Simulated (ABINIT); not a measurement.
## BaO (Fm-3m): G0W0 with and without spin-orbit coupling

Aim: spinor G0W0 for BaO (Fm-3m) beside the scalar-relativistic result.

Main program and level: ABINIT 10.8.3; PBE and many-body steps on it, plane waves.

The database entry behind the starting cell differs from later determinations by our own check (about 0.7 % short), so it need not match the best structure at ambient conditions.

### 1. Starting point

The structure is cubic, space group Fm-3m (No. 225). Conventional cell: a = 5.500 Å, b = 5.500 Å, c = 5.500 Å, α = 90.00°, β = 90.00°, γ = 90.00°. Nearest to Ba lie 6 O at 2.75 Å. Nearest to O lie 6 Ba at 2.75 Å. Farther neighbours and most contacts between anions are not listed.

The cell and positions come from the Crystallography Open Database and are kept as given unless a step says otherwise. Spin-orbit coupling is left out unless a step names it.

### 2. Empty states on the mesh, 4×4×4 mesh, 40 bands

This step: ABINIT 10.8.3; DFT, PBE, plane waves, norm-conserving pseudopotentials.

The sums over transitions need many empty states on a uniform mesh; this step solves for them.

The input, run.abi:

```
acell 3*1.0 Angstrom
rprim 
  -0.000000000000 2.750000000000 2.750000000000
  2.750000000000 -0.000000000000 2.750000000000
  2.750000000000 2.750000000000 -0.000000000000
ntypat 2
znucl 56 8
natom 2
typat 1 2
xred 
  0.000000000000 0.000000000000 0.000000000000
  0.500000000000 0.500000000000 0.500000000000
pp_dirpath "pseudos"
pseudos "Ba.upf, O.upf"
ecut 36
ngkpt 4 4 4
nshiftk 1
shiftk 0 0 0
kptopt 1
chksymbreak 0
iscf -2
irdden 1
istwfk *1
nband 40
nbdbuf 4
tolwfr 1e-09
nstep 60
prtvol 0
indata_prefix "in"
outdata_prefix "out"
tmpdata_prefix "tmp"
```

On the command line:

```console
> OMP_NUM_THREADS=1 mpirun -n 4 abinit run.abi > log
```

Numbers of over 12 decimals in the logs are rounded to 6 here.

What it wrote:

```text
.Version 10.8.3 of ABINIT. v10.8.2 released Aug 2026.

 Symmetries : space group Fm -3 m (#225); Bravais cF (face-center cubic)
[... echo of the input left out ...]
== DATASET  1 ==================================================================
-   mpi_nproc: 4, omp_nthreads: 1 (-1 if OMP is not activated)

--- !DatasetInfo
iteration_state: {dtset: 1, }
dimensions: {natom: 2, nkpt: 8, mband: 40, nsppol: 1, nspinor: 1, nspden: 1, mpw: 2914, }
cutoff_energies: {ecut:  36.0, pawecutdg:  -1.0, }
[...]
1.21587    1.21587    1.21587    1.22569    1.24489    1.24489    1.50473    1.52877
   1.52877    1.56177    1.56177    1.56177    1.70795    1.71574    1.71574    1.71574
 prteigrs : prtvol=0 or 1, do not print more k-points.

== END DATASET(S) ==============================================================
================================================================================

 -outvars: echo values of variables after computation  --------
            nband          40
             nkpt           8
          spgroup         225
 [... the other variables as echoed above ...]

 Calculation completed.
```

Wall time 6.4 s (4 MPI ranks of Arm Neoverse V1, shared host); peak memory 0.27 GiB; 25 s of CPU time.

This step gave:

* gap: 1.939 eV
* k of the valence top: 0.5, 0.5, 0
* k of the conduction bottom: 0.5, 0.5, 0
* least direct gap: 1.939 eV
* k points computed: 8
* lowest point of the top converged band, above the valence top: 36.72 eV

On this mesh the gap is 1.939 eV.

The density comes from a self-consistent run that is not shown.

### 3. Screening, 4×4×4 mesh, 36 bands, screening to 98 eV

The RPA dielectric matrix is built and inverted for each q.

This step: RPA screening on PBE, plane waves, norm-conserving pseudopotentials.

Edit run.abi of step 2 so:

```diff
@@ -20,10 +20,11 @@
 chksymbreak 0
-iscf -2
-irdden 1
 istwfk *1
-nband 40
-nbdbuf 4
-tolwfr 1e-09
-nstep 60
-prtvol 0
+occopt 1
+irdwfk 1
+optdriver 3
+nband 36
+ecuteps 3.6
+inclvkb 0
+awtr 1
+symchi 1
 indata_prefix "in"
```

What it wrote:

```text
.Version 10.8.3 of ABINIT. v10.8.2 released Aug 2026.

 Symmetries : space group Fm -3 m (#225); Bravais cF (face-center cubic)
[... echo of the input left out ...]
== DATASET  1 ==================================================================
-   mpi_nproc: 4, omp_nthreads: 1 (-1 if OMP is not activated)

--- !DatasetInfo
iteration_state: {dtset: 1, }
dimensions: {natom: 2, nkpt: 8, mband: 36, nsppol: 1, nspinor: 1, nspden: 1, mpw: 2914, }
cutoff_energies: {ecut:  36.0, pawecutdg:  -1.0, }
electrons: {nelect:   1.60000000E+01, charge:   0.00000000E+00, occopt:   1.00000000E+00, tsmear:   1.00000000E-02, }

 SCREENING: Calculation of the susceptibility and dielectric matrices

 Based on a program developped by R.W. Godby, V. Olevano, G. Onida, and L. Reining.
 Incorporated in ABINIT by V. Olevano, G.-M. Rignanese, and M. Torrent.
.Using double precision arithmetic ; gwpc =  8

[... cell and pseudopotentials left out ...]
--------------------------------------------------------------------------------

 ==== K-mesh for the wavefunctions ====
 Number of points in the irreducible wedge :     8
[... list of points left out ...]
 Together with 48 symmetry operations and time-reversal symmetry
 yields    64 points in the full Brillouin Zone.

 ==== Q-mesh for the screening function ====
 Number of points in the irreducible wedge :     8
[... list of points left out ...]
 Together with 48 symmetry operations and time-reversal symmetry
 yields    64 points in the full Brillouin Zone.

 setmesh: FFT mesh size selected  =    25x   25x   25
          total number of points  =        15625

 vcoul_init : cutoff-mode = AUXILIARY_FUNCTION
 q-points for optical limit:   1
     1)      0.000010    0.000020    0.000030

- screening: taking advantage of time-reversal symmetry
- Maximum band index for partially occupied states nbvw = 8
- Remaining bands to be divided among processors   nbcw = 28
- Number of bands treated by each node ~7

 Number of electrons calculated from density =   16.0000; Expected =   16.0000
 average of density, n =  0.057003
 r_s =    1.6119
 omega_plasma =   23.0305 [eV]

 calculating chi0 at frequencies [eV] :
  1    0.000000E+00    0.000000E+00
  2    0.000000E+00    2.303049E+01

--------------------------------------------------------------------------------
  q-point number  1        q = ( 0.000000, 0.000000, 0.000000) [r.l.u.]
--------------------------------------------------------------------------------
[... chi0 elements left out ...]
 For q-point:  0.000010 0.000020 0.000030
  dielectric constant =   4.6202
  dielectric constant without local fields =   5.0620

  Average fulfillment of the sum rule on Im[epsilon] for q-point    1 :     50.56  [%]
[... wings left out ...]
  q-point number  2        q = ( 0.250000, 0.000000, 0.000000) [r.l.u.]
--------------------------------------------------------------------------------
[... chi0 elements left out ...]
  Average fulfillment of the sum rule on Im[epsilon] for q-point    2 :     75.27  [%]

 [... 6 further q-points ...]
```

Elapsed: 4.3 s, on 4 MPI ranks; peak memory 0.43 GiB.

Numbers from this step:

```
ε∞ with local fields, on this mesh, along the program's q direction : 4.620
the same without local fields                                       : 5.062
plasma frequency                                                    : 23.03 eV
plane waves in the screening matrix                                 : 89
```

Local fields lower ε∞ by 9 %. On a Γ-centred mesh this coarse the value itself is usually too large, while a short band sum pulls it down.

### 4. Scalar-relativistic

The self-energy is evaluated for the states that the input lists, and the levels follow from it, in one-shot runs by the linearised quasiparticle equation.

This step: G0W0 on PBE, plane waves, norm-conserving pseudopotentials.

Edit run.abi of step 3 so:

```diff
@@ -23,8 +23,17 @@
 irdwfk 1
-optdriver 3
+optdriver 4
 nband 36
+gwcalctyp 0
+ecutsigx 36
+symsigma 1
+nkptgw 2
+kptgw 
+  0.5000000000 0.5000000000 0.0000000000
+  0.0000000000 0.0000000000 0.0000000000
+bdgw 
+  6 10
+  6 12
 ecuteps 3.6
-inclvkb 0
-awtr 1
-symchi 1
+irdscr 1
+ppmodel 1
 indata_prefix "in"
```

What it wrote:

```text
.Version 10.8.3 of ABINIT. v10.8.2 released Aug 2026.

 Symmetries : space group Fm -3 m (#225); Bravais cF (face-center cubic)
[... echo of the input left out ...]
== DATASET  1 ==================================================================
-   mpi_nproc: 4, omp_nthreads: 1 (-1 if OMP is not activated)

--- !DatasetInfo
iteration_state: {dtset: 1, }
dimensions: {natom: 2, nkpt: 8, mband: 36, nsppol: 1, nspinor: 1, nspden: 1, mpw: 2914, }
cutoff_energies: {ecut:  36.0, pawecutdg:  -1.0, }
electrons: {nelect:   1.60000000E+01, charge:   0.00000000E+00, occopt:   1.00000000E+00, tsmear:   1.00000000E-02, }

 SIGMA: Calculation of the GW corrections

 Based on a program developped by R.W. Godby, V. Olevano, G. Onida, and L. Reining.
 Incorporated in ABINIT by V. Olevano, G.-M. Rignanese, and M. Torrent.
.Using double precision arithmetic ; gwpc =  8

[... cell and pseudopotentials left out ...]
--------------------------------------------------------------------------------

 ==== K-mesh for the wavefunctions ====
 Number of points in the irreducible wedge :     8
[... list of points left out ...]
 Together with 48 symmetry operations and time-reversal symmetry
 yields    64 points in the full Brillouin Zone.

 ==== Q-mesh for screening function ====
 Number of points in the irreducible wedge :     8
[... list of points left out ...]
 Together with 48 symmetry operations and time-reversal symmetry
 yields    64 points in the full Brillouin Zone.

 vcoul_init : cutoff-mode = AUXILIARY_FUNCTION
 q-points for optical limit:   1
     1)      0.000010    0.000020    0.000030
 setmesh: FFT mesh size selected  =    40x   40x   40
          total number of points  =        64000

 Number of electrons calculated from density =   16.0000; Expected =   16.0000
 average of density, n =  0.057003
 r_s =    1.6119
 omega_plasma =   23.0305 [eV]

 === KS Band Gaps ===
  >>>> For spin  1
   Minimum direct gap =   1.9384 [eV], located at k-point      :   0.5000  0.5000  0.0000
   Fundamental gap    =   1.9384 [eV], Top of valence bands at :   0.5000  0.5000  0.0000
                                       Bottom of conduction at :   0.5000  0.5000  0.0000
 SIGMA fundamental parameters:
 PLASMON POLE MODEL  1
 number of plane-waves for SigmaX                 2891
 number of plane-waves for SigmaC and W             89
 number of plane-waves for wavefunctions          2891
 number of bands                                    36
 number of independent spin polarizations            1
 number of spinorial components                      1
 number of k-points in IBZ                           8
 number of q-points in IBZ                           8
 number of symmetry operations                      48
 number of k-points in BZ                           64
 number of q-points in BZ                           64
 number of frequencies for dSigma/dE                 9
 frequency step for dSigma/dE [eV]                0.25
 number of omega for Sigma on real axis              0
 max omega for Sigma on real axis  [eV]           0.00
 zcut for avoiding poles [eV]                     0.10

 EPSILON^-1 parameters (SCR file):
 dimension of the eps^-1 matrix on file             89
 dimension of the eps^-1 matrix used                89
 number of plane-waves for wavefunctions          2891
 number of bands                                    36
 number of q-points in IBZ                           8
 number of frequencies                               2
 number of real frequencies                          1
 number of imag frequencies                          1

 matrix elements of self-energy operator (all in [eV])

 Perturbative Calculation

--- !SelfEnergy_ee
iteration_state: {dtset: 1, }
kpoint     : [   0.500,    0.500,    0.000, ]
spin       : 1
KS_gap     :    1.938
QP_gap     :    2.734
Delta_QP_KS:    0.796
data: !SigmaeeData |
     Band     E0 <VxcDFT>   SigX SigC(E0)      Z dSigC/dE  Sig(E)    E-E0       E
        6   5.561 -18.626 -23.551   4.747   0.772  -0.295 -18.763  -0.137   5.424
        7   5.561 -18.626 -23.551   4.747   0.772  -0.295 -18.763  -0.137   5.424
        8   5.775 -18.635 -23.382   4.592   0.777  -0.287 -18.755  -0.120   5.655
        9   7.713  -8.670  -4.499  -3.373   0.846  -0.181  -7.994   0.676   8.389
       10  11.860 -11.622  -6.690  -3.494   0.837  -0.194 -10.417   1.204  13.064

--- !SelfEnergy_ee
iteration_state: {dtset: 1, }
kpoint     : [   0.000,    0.000,    0.000, ]
spin       : 1
KS_gap     :    4.097
QP_gap     :    4.905
Delta_QP_KS:    0.808
data: !SigmaeeData |
     Band     E0 <VxcDFT>   SigX SigC(E0)      Z dSigC/dE  Sig(E)    E-E0       E
        6   5.336 -18.454 -23.546   4.857   0.769  -0.300 -18.634  -0.180   5.155
[...]
10  10.476  -9.825  -4.967  -3.609   0.842  -0.188  -8.773   1.052  11.528
       11  10.476  -9.825  -4.967  -3.609   0.842  -0.188  -8.773   1.052  11.528
       12  10.476  -9.825  -4.967  -3.609   0.842  -0.188  -8.773   1.052  11.528

== END DATASET(S) ==============================================================
================================================================================

 -outvars: echo values of variables after computation  --------
           etotal      0.0000000000E+00
            nband          36
             nkpt           8
          spgroup         225
 [... the other variables as echoed above ...]

 Calculation completed.
```

It took 3.3 s on 4 MPI ranks; peak memory 0.53 GiB; 13 s of CPU time.

This step gave:

```
G0W0 gap on the points computed              : 2.734 eV
starting gap on the mesh                     : 1.939 eV
k of the valence top                         : 0.5, 0.5, 0
k of the conduction bottom                   : 0.5, 0.5, 0
Z at the valence top                         : 0.777
Z at the conduction bottom                   : 0.846
least direct G0W0 gap on the computed points : 2.734 eV
```

The gap on the mesh goes from 1.94 eV to 2.73 eV, a correction of +0.80 eV.

### 5. Empty states on the mesh, 4×4×4 mesh, 78 bands

This step: DFT, PBE with spin-orbit coupling, plane waves, norm-conserving pseudopotentials.

Edit run.abi of step 4 so:

```diff
@@ -15,2 +15,3 @@
 ecut 36
+nspinor 2
 ngkpt 4 4 4
@@ -20,20 +21,10 @@
 chksymbreak 0
+iscf -2
+irdden 1
 istwfk *1
-occopt 1
-irdwfk 1
-optdriver 4
-nband 36
-gwcalctyp 0
-ecutsigx 36
-symsigma 1
-nkptgw 2
-kptgw 
-  0.5000000000 0.5000000000 0.0000000000
-  0.0000000000 0.0000000000 0.0000000000
-bdgw 
-  6 10
-  6 12
-ecuteps 3.6
-irdscr 1
-ppmodel 1
+nband 78
+nbdbuf 6
+tolwfr 1e-09
+nstep 60
+prtvol 0
 indata_prefix "in"
```

What it wrote:

```text
.Version 10.8.3 of ABINIT. v10.8.2 released Aug 2026.

 Symmetries : space group Fm -3 m (#225); Bravais cF (face-center cubic)
[... echo of the input left out ...]
== DATASET  1 ==================================================================
-   mpi_nproc: 4, omp_nthreads: 1 (-1 if OMP is not activated)

--- !DatasetInfo
iteration_state: {dtset: 1, }
dimensions: {natom: 2, nkpt: 8, mband: 78, nsppol: 1, nspinor: 2, nspden: 1, mpw: 2914, }
cutoff_energies: {ecut:  36.0, pawecutdg:  -1.0, }
[...]
1.24528    1.24528    1.24528    1.24528    1.50472    1.50472    1.52904    1.52904
   1.52904    1.52904    1.56171    1.56171    1.56180    1.56180    1.56180    1.56180
   1.70869    1.71085    1.71480    1.71480    1.71634    1.71837
 prteigrs : prtvol=0 or 1, do not print more k-points.

== END DATASET(S) ==============================================================
================================================================================

 -outvars: echo values of variables after computation  --------
            nband          78
             nkpt           8
          spgroup         225
 [... the other variables as echoed above ...]

 Calculation completed.
```

It took 31 s on 4 MPI ranks; peak memory 0.34 GiB.

This step gave:

| Property | Result |
| --- | --- |
| gap | 1.888 eV |
| k of the valence top | 0.5, 0.5, 0 |
| k of the conduction bottom | 0.5, 0.5, 0 |
| least direct gap | 1.888 eV |
| k points computed | 8 |
| lowest point of the top converged band, above the valence top | 36.67 eV |

On this mesh the gap is 1.888 eV.

The density comes from a self-consistent run that is not shown, made with spin-orbit coupling and fully relativistic files.

### 6. Screening, 4×4×4 mesh, 72 bands, screening to 98 eV

This step: RPA screening on PBE with spin-orbit coupling, plane waves, norm-conserving pseudopotentials.

Edit run.abi of step 5 so:

```diff
@@ -21,10 +21,11 @@
 chksymbreak 0
-iscf -2
-irdden 1
 istwfk *1
-nband 78
-nbdbuf 6
-tolwfr 1e-09
-nstep 60
-prtvol 0
+occopt 1
+irdwfk 1
+optdriver 3
+nband 72
+ecuteps 3.6
+inclvkb 0
+awtr 1
+symchi 1
 indata_prefix "in"
```

What it wrote:

```text
.Version 10.8.3 of ABINIT. v10.8.2 released Aug 2026.

 Symmetries : space group Fm -3 m (#225); Bravais cF (face-center cubic)
[... echo of the input left out ...]
== DATASET  1 ==================================================================
-   mpi_nproc: 4, omp_nthreads: 1 (-1 if OMP is not activated)

--- !DatasetInfo
iteration_state: {dtset: 1, }
dimensions: {natom: 2, nkpt: 8, mband: 72, nsppol: 1, nspinor: 2, nspden: 1, mpw: 2914, }
cutoff_energies: {ecut:  36.0, pawecutdg:  -1.0, }
electrons: {nelect:   1.60000000E+01, charge:   0.00000000E+00, occopt:   1.00000000E+00, tsmear:   1.00000000E-02, }

 SCREENING: Calculation of the susceptibility and dielectric matrices

 Based on a program developped by R.W. Godby, V. Olevano, G. Onida, and L. Reining.
 Incorporated in ABINIT by V. Olevano, G.-M. Rignanese, and M. Torrent.
.Using double precision arithmetic ; gwpc =  8

[... cell and pseudopotentials left out ...]
--------------------------------------------------------------------------------

 ==== K-mesh for the wavefunctions ====
 Number of points in the irreducible wedge :     8
[... list of points left out ...]
 Together with 48 symmetry operations and time-reversal symmetry
 yields    64 points in the full Brillouin Zone.

 ==== Q-mesh for the screening function ====
 Number of points in the irreducible wedge :     8
[... list of points left out ...]
 Together with 48 symmetry operations and time-reversal symmetry
 yields    64 points in the full Brillouin Zone.

 setmesh: FFT mesh size selected  =    25x   25x   25
          total number of points  =        15625

 vcoul_init : cutoff-mode = AUXILIARY_FUNCTION
 q-points for optical limit:   1
     1)      0.000010    0.000020    0.000030

- screening: taking advantage of time-reversal symmetry
- Maximum band index for partially occupied states nbvw = 16
- Remaining bands to be divided among processors   nbcw = 56
- Number of bands treated by each node ~14

 Number of electrons calculated from density =   16.0000; Expected =   16.0000
 average of density, n =  0.057003
 r_s =    1.6119
 omega_plasma =   23.0305 [eV]

 calculating chi0 at frequencies [eV] :
  1    0.000000E+00    0.000000E+00
  2    0.000000E+00    2.303049E+01

--------------------------------------------------------------------------------
  q-point number  1        q = ( 0.000000, 0.000000, 0.000000) [r.l.u.]
--------------------------------------------------------------------------------
[... chi0 elements left out ...]
 For q-point:  0.000010 0.000020 0.000030
  dielectric constant =   4.6223
  dielectric constant without local fields =   5.0636

  Average fulfillment of the sum rule on Im[epsilon] for q-point    1 :     50.58  [%]
[... wings left out ...]
  q-point number  2        q = ( 0.250000, 0.000000, 0.000000) [r.l.u.]
--------------------------------------------------------------------------------
[... chi0 elements left out ...]
  Average fulfillment of the sum rule on Im[epsilon] for q-point    2 :     75.52  [%]

 [... 6 further q-points ...]
```

Elapsed: 25 s, on 4 MPI ranks; peak memory 0.84 GiB; 98 s of CPU time.

This step gave:

| Quantity | Value |
| --- | --- |
| ε∞ with local fields, on this mesh, along the program's q direction | 4.622 |
| the same without local fields | 5.064 |
| plasma frequency | 23.03 eV |
| plane waves in the screening matrix | 89 |

(Part 1 of 2 ends here.)

[Paths, hosts, dates, memory and timing lines, banners, echoed tables and standing remarks are left out of the program output.]

[Logs are printed without paths, hosts, clocks, repeated set-up lines and the standing remarks that a program may print on its own settings, such as how far it seeks lower states.]

[Runs of the session that timed out or met a known fault of the program may be left out.]

[Hosts, paths, dates, database ids (printed as entryN), source tags and the programs' standing remarks are cut or masked in the printed files.]

[G0W0 gaps are taken among the corrected bands and points alone; a level outside them can change the order at an edge.]

[Where Ansatz stands beside ABINIT at settings called matched, ABINIT's density can come from a denser mesh and the files from another edition; pairs whose starting gaps differed by over 0.03 eV were left out, so agreement reads better than it is.]
